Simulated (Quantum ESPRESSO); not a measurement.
# Si2W (I4/mmm) in Quantum ESPRESSO: reference runs, part 2 of 2

Quantum ESPRESSO 7.5.

### 3 Single point, PBE (atoms moved at random, drawn with an rms of 0.05 Å)

The input, pw.in:

```
&CONTROL
  calculation = 'scf'
  prefix = 'pwscf'
  outdir = './tmp'
  pseudo_dir = './pseudo'
  tprnfor = .true.
  tstress = .true.
  disk_io = 'nowf'
/
&SYSTEM
  ibrav = 0
  nat = 3
  ntyp = 2
  ecutwfc = 55
  ecutrho = 440
  nbnd = 18
  occupations = 'smearing'
  smearing = 'fd'
  degauss = 0.00367493
/
&ELECTRONS
  conv_thr = 6d-10
  electron_maxstep = 120
  mixing_beta = 0.5
/
ATOMIC_SPECIES
W    183.8400 W_pbe_v1.2.uspp.F.UPF
Si    28.0850 Si.pbe-n-rrkjus_psl.1.0.0.UPF
CELL_PARAMETERS angstrom
  -1.6069000000    1.6069000000    3.9149500000
   1.6069000000   -1.6069000000    3.9149500000
   1.6069000000    1.6069000000   -3.9149500000
ATOMIC_POSITIONS crystal
W      0.0121670000   -0.0019450000    0.0117850000
Si     0.6816470000    0.6532560000    0.0082920000
Si     0.3346560000    0.3145310000   -0.0264480000
K_POINTS automatic
12 12 12 0 0 0
```

Potentials or basis: SSSP 1.3 efficiency PBE.

Started as:

```console
> OMP_NUM_THREADS=1 mpirun -n 2 pw.x -nk 2 -in pw.in > pw.out
```

pw.out:

```text
This program is part of the open-source Quantum ESPRESSO suite
     for quantum simulation of materials; please cite
         "P. Giannozzi et al., J. Phys.:Condens. Matter 21 395502 (2009);
         "P. Giannozzi et al., J. Phys.:Condens. Matter 29 465901 (2017);
         "P. Giannozzi et al., J. Chem. Phys. 152 154105 (2020);
     in publications or presentations arising from this work. More details at

     K-points division:     npool     =       2
     Subspace diagonalization in iterative solution of the eigenvalue problem:
     a serial algorithm will be used

     G-vector sticks info
     --------------------
     sticks:   dense  smooth     PW     G-vecs:    dense   smooth      PW
     Sum        2225    1115    405                42617    15047    3325

     Using Slab Decomposition

     bravais-lattice index     =            0
     lattice parameter (alat)  =       8.5542  a.u.
     unit-cell volume          =     272.8730 (a.u.)^3
     number of atoms/cell      =            3
     number of atomic types    =            2
     number of electrons       =        22.00
     number of Kohn-Sham states=           18
     kinetic-energy cutoff     =      55.0000  Ry
     charge density cutoff     =     440.0000  Ry
     scf convergence threshold =      6.0E-10
     mixing beta               =       0.5000
     number of iterations used =            8  plain     mixing
     Exchange-correlation= PBE
                           (   1   4   3   4   0   0   0)

     celldm(1)=   8.554239  celldm(2)=   0.000000  celldm(3)=   0.000000
     celldm(4)=   0.000000  celldm(5)=   0.000000  celldm(6)=   0.000000

[... 56 lines left out ...]

     Dense  grid:    42617 G-vectors     FFT dimensions: (  60,  60,  60)

     Smooth grid:    15047 G-vectors     FFT dimensions: (  45,  45,  45)

     Initial potential from superposition of free atoms

     starting charge      21.8985, renormalised to      22.0000

     negative rho (up, down):  6.258E-02 0.000E+00
     Starting wfcs are   21 randomized atomic wfcs

     Self-consistent Calculation

     iteration #  1     ecut=    55.00 Ry     beta= 0.50
     Davidson diagonalization with overlap
     ethr =  1.00E-02,  avg # of iterations =  4.5

     Threshold (ethr) on eigenvalues was too large:
     Diagonalizing with lowered threshold

     Davidson diagonalization with overlap
     ethr =  2.05E-04,  avg # of iterations =  3.0

     negative rho (up, down):  6.502E-02 0.000E+00
[... 67 lines left out ...]
     iteration #  9     ecut=    55.00 Ry     beta= 0.50
     Davidson diagonalization with overlap
     ethr =  5.18E-11,  avg # of iterations =  2.0

     negative rho (up, down):  6.802E-02 0.000E+00

     End of self-consistent calculation

     Number of k-points >= 100: set verbosity='high' to print the bands.

     the Fermi energy is    16.7383 ev

!    total energy              =    -182.05282233 Ry
     estimated scf accuracy    <          3.5E-10 Ry
     smearing contrib. (-TS)   =      -0.00017497 Ry
     internal energy E=F+TS    =    -182.05264736 Ry

     The total energy is F=E-TS. E is the sum of the following terms:
     one-electron contribution =     -30.21803071 Ry
     hartree contribution      =      27.23611294 Ry
     xc contribution           =     -53.93870618 Ry
     ewald contribution        =    -125.13202340 Ry

     convergence has been achieved in   9 iterations

     negative rho (up, down):  6.802E-02 0.000E+00

     Forces acting on atoms (cartesian axes, Ry/au):

     atom    1 type  1   force =    -0.02259973   -0.00839916    0.00827114
     atom    2 type  2   force =     0.00127701   -0.01153446    0.01567430
     atom    3 type  2   force =     0.02132272    0.01993362   -0.02394544

     Total force =     0.049553     Total SCF correction =     0.000018

     Computing stress (Cartesian axis) and pressure

     negative rho (up, down):  6.802E-02 0.000E+00
          total   stress  (Ry/bohr**3)                   (kbar)     P=       44.33
   0.00028770   0.00003399  -0.00003164           42.32        5.00       -4.65
   0.00003399   0.00029126  -0.00004577            5.00       42.85       -6.73
  -0.00003164  -0.00004577   0.00032512           -4.65       -6.73       47.83

=------------------------------------------------------------------------------=
   JOB DONE.
=------------------------------------------------------------------------------=
```

Run time: 3.5 min. Hardware: 2 MPI ranks of AMD EPYC 9R45 (Zen 5), shared host; peak memory 0.86 GiB.

What came out:

| Item | Value |
| --- | --- |
| Free energy | -2476.9548 eV |
| Pressure | 4.4 GPa |
| Largest force | 0.971 eV/Å |
| Band gap on the k mesh | none (metal or under the smearing width) |

Forces on the atoms (eV/Å):
```
W   -0.581 -0.216  0.213
Si   0.033 -0.297  0.403
Si   0.548  0.513 -0.616
```

Levels at points of the mesh, in eV from the Fermi level:
```tsv
k point	band 7	band 8	band 9	band 10	band 11	band 12	band 13	band 14	band 15	band 16
(0.00, 0.00, 0.00)	-3.74	-3.39	-2.78	-2.77	0.55	2.71	2.86	3.05	3.14	4.64
(0.00, 0.00, -0.50)	-6.05	-5.29	-4.95	-3.26	-1.87	2.90	2.96	3.10	3.99	4.28
(0.00, -0.50, 0.00)	-5.78	-4.85	-2.92	-2.69	-0.41	2.69	3.06	3.87	4.40	5.05
(-0.50, -0.50, -0.50)	-3.90	-2.47	-0.78	-0.75	-0.52	-0.49	0.75	4.58	4.80	6.27
(-0.50, 0.50, 0.00)	-5.95	-5.39	-4.92	-3.27	-1.88	2.91	2.96	3.12	3.98	4.26
(-0.50, 0.00, 0.50)	-5.87	-4.92	-2.87	-2.70	-0.43	2.69	2.77	3.80	4.48	5.21
(0.00, 0.50, -0.50)	-5.90	-4.94	-2.84	-2.73	-0.43	2.64	2.71	3.79	4.50	5.21
(0.50, 0.00, 0.00)	-5.74	-4.85	-2.93	-2.69	-0.41	2.68	3.16	3.90	4.37	4.96
```

Spin-orbit coupling is left out, which matters for the levels of W.

### 4 Single point, PBE, 12.67 Å³/atom

The input, pw.in:

```
&CONTROL
  calculation = 'scf'
  prefix = 'pwscf'
  outdir = './tmp'
  pseudo_dir = './pseudo'
  tprnfor = .true.
  tstress = .true.
  disk_io = 'nowf'
/
&SYSTEM
  ibrav = 0
  nat = 3
  ntyp = 2
  ecutwfc = 55
  ecutrho = 440
  nbnd = 18
  occupations = 'smearing'
  smearing = 'fd'
  degauss = 0.00367493
/
&ELECTRONS
  conv_thr = 6d-10
  electron_maxstep = 120
  mixing_beta = 0.5
/
ATOMIC_SPECIES
W    183.8400 W_pbe_v1.2.uspp.F.UPF
Si    28.0850 Si.pbe-n-rrkjus_psl.1.0.0.UPF
CELL_PARAMETERS angstrom
  -1.5740969181    1.5740969181    3.8350306363
   1.5740969181   -1.5740969181    3.8350306363
   1.5740969181    1.5740969181   -3.8350306363
ATOMIC_POSITIONS crystal
W      0.0000000000    0.0000000000    0.0000000000
Si     0.6653000000    0.6653000000    0.0000000000
Si     0.3347000000    0.3347000000    0.0000000000
K_POINTS automatic
12 12 12 0 0 0
```

Started as:

```console
> OMP_NUM_THREADS=1 mpirun -n 2 pw.x -nk 2 -in pw.in > pw.out
```

Run time: 30 s. Hardware: 2 MPI ranks of AMD EPYC 9R45 (Zen 5), shared host; peak memory 0.48 GiB.

It converged, with:

```
Free energy            : -2476.8302 eV
Pressure               : 20.2 GPa
Largest force          : 0.265 eV/Å
Band gap on the k mesh : none (metal or under the smearing width)
```

### 5 Single point, PBE, 12.94 Å³/atom

pw.in: that of step 4 with these lines changed.

```diff
@@ -29,5 +29,5 @@
 CELL_PARAMETERS angstrom
-  -1.5740969181    1.5740969181    3.8350306363
-   1.5740969181   -1.5740969181    3.8350306363
-   1.5740969181    1.5740969181   -3.8350306363
+  -1.5851824729    1.5851824729    3.8620387842
+   1.5851824729   -1.5851824729    3.8620387842
+   1.5851824729    1.5851824729   -3.8620387842
 ATOMIC_POSITIONS crystal
```

Started as:

```console
> OMP_NUM_THREADS=1 mpirun -n 2 pw.x -nk 2 -in pw.in > pw.out
```

It took 30 s on 2 MPI ranks of AMD EPYC 9R45 (Zen 5), shared host; peak memory 0.48 GiB.

It converged, with:

| Property | Result |
| --- | --- |
| Free energy | -2476.9164 eV |
| Pressure | 14.0 GPa |
| Largest force | 0.200 eV/Å |
| Band gap on the k mesh | none (metal or under the smearing width) |

### 6 Single point, PBE, 13.21 Å³/atom

pw.in: that of step 5 with these lines changed.

```diff
@@ -29,5 +29,5 @@
 CELL_PARAMETERS angstrom
-  -1.5851824729    1.5851824729    3.8620387842
-   1.5851824729   -1.5851824729    3.8620387842
-   1.5851824729    1.5851824729   -3.8620387842
+  -1.5961151113    1.5961151113    3.8886743761
+   1.5961151113   -1.5961151113    3.8886743761
+   1.5961151113    1.5961151113   -3.8886743761
 ATOMIC_POSITIONS crystal
```

Potentials or basis: SSSP 1.3 efficiency PBE.

Started as:

```console
> OMP_NUM_THREADS=1 mpirun -n 2 pw.x -nk 2 -in pw.in > pw.out
```

Run time: 42 s. Hardware: 2 MPI ranks of AMD EPYC 9R45 (Zen 5), shared host; peak memory 0.5 GiB.

Results (log left out):

* Free energy: -2476.9729 eV
* Pressure: 8.4 GPa
* Largest force: 0.139 eV/Å
* Band gap on the k mesh: none (metal or under the smearing width)

### 7 Single point, PBE, 13.48 Å³/atom

pw.in: that of step 6 with these lines changed.

```diff
@@ -29,5 +29,5 @@
 CELL_PARAMETERS angstrom
-  -1.5961151113    1.5961151113    3.8886743761
-   1.5961151113   -1.5961151113    3.8886743761
-   1.5961151113    1.5961151113   -3.8886743761
+  -1.6069000000    1.6069000000    3.9149500000
+   1.6069000000   -1.6069000000    3.9149500000
+   1.6069000000    1.6069000000   -3.9149500000
 ATOMIC_POSITIONS crystal
```

Started as:

```console
> OMP_NUM_THREADS=1 mpirun -n 2 pw.x -nk 2 -in pw.in > pw.out
```

Run time: 45 s. Hardware: 2 MPI ranks of AMD EPYC 9R45 (Zen 5), shared host; peak memory 0.5 GiB.

Results (log left out):

```yaml
Free_energy: -2477.0029 eV
Pressure: 3.4 GPa
Largest_force: 0.081 eV/Å
Band_gap_on_the_k_mesh: none (metal or under the smearing width)
```

### 8 Single point, PBE, 13.75 Å³/atom

pw.in: that of step 7 with these lines changed.

```diff
@@ -29,5 +29,5 @@
 CELL_PARAMETERS angstrom
-  -1.6069000000    1.6069000000    3.9149500000
-   1.6069000000   -1.6069000000    3.9149500000
-   1.6069000000    1.6069000000   -3.9149500000
+  -1.6175420320    1.6175420320    3.9408775768
+   1.6175420320   -1.6175420320    3.9408775768
+   1.6175420320    1.6175420320   -3.9408775768
 ATOMIC_POSITIONS crystal
```

Started as:

```console
> OMP_NUM_THREADS=1 mpirun -n 2 pw.x -nk 2 -in pw.in > pw.out
```

It took 45 s on 2 MPI ranks of AMD EPYC 9R45 (Zen 5), shared host; peak memory 0.52 GiB.

Results (log left out):

- Free energy: -2477.0089 eV
- Pressure: -1.0 GPa
- Largest force: 0.028 eV/Å
- Band gap on the k mesh: none (metal or under the smearing width)

### 9 Single point, PBE, 14.02 Å³/atom

pw.in: that of step 8 with these lines changed.

```diff
@@ -29,5 +29,5 @@
 CELL_PARAMETERS angstrom
-  -1.6175420320    1.6175420320    3.9408775768
-   1.6175420320   -1.6175420320    3.9408775768
-   1.6175420320    1.6175420320   -3.9408775768
+  -1.6280458460    1.6280458460    3.9664684080
+   1.6280458460   -1.6280458460    3.9664684080
+   1.6280458460    1.6280458460   -3.9664684080
 ATOMIC_POSITIONS crystal
```

Potentials or basis: SSSP 1.3 efficiency PBE.

Started as:

```console
> OMP_NUM_THREADS=1 mpirun -n 2 pw.x -nk 2 -in pw.in > pw.out
```

Wall time 45 s (2 MPI ranks of AMD EPYC 9R45 (Zen 5), shared host); peak memory 0.52 GiB.

Results (log left out):

```
Free energy            : -2476.9934 eV
Pressure               : -5.1 GPa
Largest force          : 0.023 eV/Å
Band gap on the k mesh : none (metal or under the smearing width)
```

### 10 Single point, PBE, 14.29 Å³/atom

pw.in: that of step 9 with these lines changed.

```diff
@@ -29,5 +29,5 @@
 CELL_PARAMETERS angstrom
-  -1.6280458460    1.6280458460    3.9664684080
-   1.6280458460   -1.6280458460    3.9664684080
-   1.6280458460    1.6280458460   -3.9664684080
+  -1.6384158444    1.6384158444    3.9917332191
+   1.6384158444   -1.6384158444    3.9917332191
+   1.6384158444    1.6384158444   -3.9917332191
 ATOMIC_POSITIONS crystal
```

Started as:

```console
> OMP_NUM_THREADS=1 mpirun -n 2 pw.x -nk 2 -in pw.in > pw.out
```

It took 46 s on 2 MPI ranks of AMD EPYC 9R45 (Zen 5), shared host; peak memory 0.52 GiB.

The run converged. Its results:

| Item | Value |
| --- | --- |
| Free energy | -2476.9586 eV |
| Pressure | -8.7 GPa |
| Largest force | 0.071 eV/Å |
| Band gap on the k mesh | none (metal or under the smearing width) |

### 11 Equation of state, PBE

This step only gathers the single runs of the series.

What came out:

```
Equilibrium volume                        : 13.68 Å³/atom
Bulk modulus at fixed shape and positions : 221 GPa
Pressure derivative of the bulk modulus   : 4.4
```

Energy against volume, from the lowest point:
| volume (Å³/atom) | energy (meV/atom) |
| --- | --- |
| 12.670 | 59.55 |
| 12.939 | 30.83 |
| 13.209 | 11.98 |
| 13.479 | 2.00 |
| 13.748 | 0.00 |
| 14.018 | 5.16 |
| 14.287 | 16.76 |

Caveat: the cell was scaled at fixed shape and fractional positions, which overstates the stiffness of a crystal with free parameters, most of all of layers and chains.

### 12 Summary

| task | cell | gap on the mesh (eV) | pressure (GPa) | largest force (eV/Å) |
| --- | --- | --- | --- | --- |
| single point | as given | none | 3.4 | 0.08 |
| single point | atoms moved at random, drawn with an rms of 0.05 Å | none | 4.4 | 0.97 |
| equation of state | as given | - | - | - |

Alike in all rows: level PBE; potentials or basis SSSP 1.3 efficiency PBE; no spin polarisation; k mesh 12 × 12 × 12; cutoff (eV) 748; smearing fermi-dirac 0.05 eV.

Caveats: the cell was scaled at fixed shape and fractional positions, which overstates the stiffness of a crystal with free parameters, most of all of layers and chains (some runs).

Total energies depend on the potentials used, so only differences within one code and one set of settings carry meaning.
